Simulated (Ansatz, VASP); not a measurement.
## Two plane-wave programs on SiO2

File INCAR:

```
SYSTEM = SiO2
  PREC = Accurate
  ENCUT = 520
  EDIFF = 1E-6
  ISMEAR = 0
  SIGMA = 0.05
  LREAL = .FALSE.
  LASPH = .TRUE.
  NELM = 100
  ALGO = Normal
  ISIF = 2
  LWAVE = .FALSE.
  LCHARG = .FALSE.
  GGA = PE
  NBANDS = 25
```

The input KPOINTS:

```
regular mesh
0
G
  6 6 8
  0 0 0
```

POSCAR

```
SiO2
1.0
    4.2361165343      0.0000000000      0.0000000000
    0.0000000000      4.2361165343      0.0000000000
    0.0000000000      0.0000000000      2.7980972306
Si O
2 4
Direct
    0.5000000000      0.5000000000      0.5000000000
    0.0000000000      0.0000000000      0.0000000000
    0.6930152167      0.6930152167      0.0000000000
    0.1930152167      0.8069847833      0.5000000000
    0.3069847833      0.3069847833      0.0000000000
    0.8069847833      0.1930152167      0.5000000000
```

Input for Ansatz:

```yaml
crystal:
  lattice:
    - [4.2361165343, 0.0, 0.0]
    - [0.0, 4.2361165343, 0.0]
    - [0.0, 0.0, 2.7980972306]
  atoms:
    - { symbol: Si, position: [0.5, 0.5, 0.5] }
    - { symbol: Si, position: [0.0, 0.0, 0.0] }
    - { symbol: O, position: [0.6930152167, 0.6930152167, 0.0] }
    - { symbol: O, position: [0.1930152167, 0.8069847833, 0.5] }
    - { symbol: O, position: [0.3069847833, 0.3069847833, 0.0] }
    - { symbol: O, position: [0.8069847833, 0.1930152167, 0.5] }
basis:
  ecutwfc: 420
kpoints:
  mp_grid: { grid: [6, 6, 8] }
hamiltonian:
  xc: pbe
scf:
  occupations: { method: gaussian, width: 0.05 }
output:
  forces: true
  stress: true
  eigenvalues: true
```

Change from the starting cell: strain +0.000 along x and y, +0.040 along z, atoms carried along.

Alike in both runs: task single point; functional PBE; k mesh 6 × 6 × 8; occupations gaussian, width 0.05 eV; no spin polarisation.

|  | VASP | Ansatz |
| --- | --- | --- |
| version | VASP 6.6.1 | Ansatz 0.2.0 |
| potentials or method | VASP PAW PBE potentials, release 64 (Si, O) | scalar-relativistic, plane waves, PAW |
| plane-wave cutoff (eV) | 520 | 420 |
| valence electrons in the cell | 32 | 32 |

Ansatz gave:

| Property | Result |
| --- | --- |
| gap on the k mesh at the Fermi level (eV) | 4.21 |
| least direct gap on the mesh (eV) | 4.21 |
| pressure (GPa) | -12.2 |
| largest component of the traceless stress (GPa) | 11.70 |
| rms of the force components (eV/Å) | 0.031 |

Problem. What did VASP give for the same quantities?

Solution. gap on the k mesh at the Fermi level (eV): 4.20; least direct gap on the mesh (eV): 4.20; pressure (GPa): -12.1; largest component of the traceless stress (GPa): 11.40; rms of the force components (eV/Å): 0.036.

Atom by atom the forces differ by 0.004 eV/Å (rms over components).

A k mesh can miss the band edges.
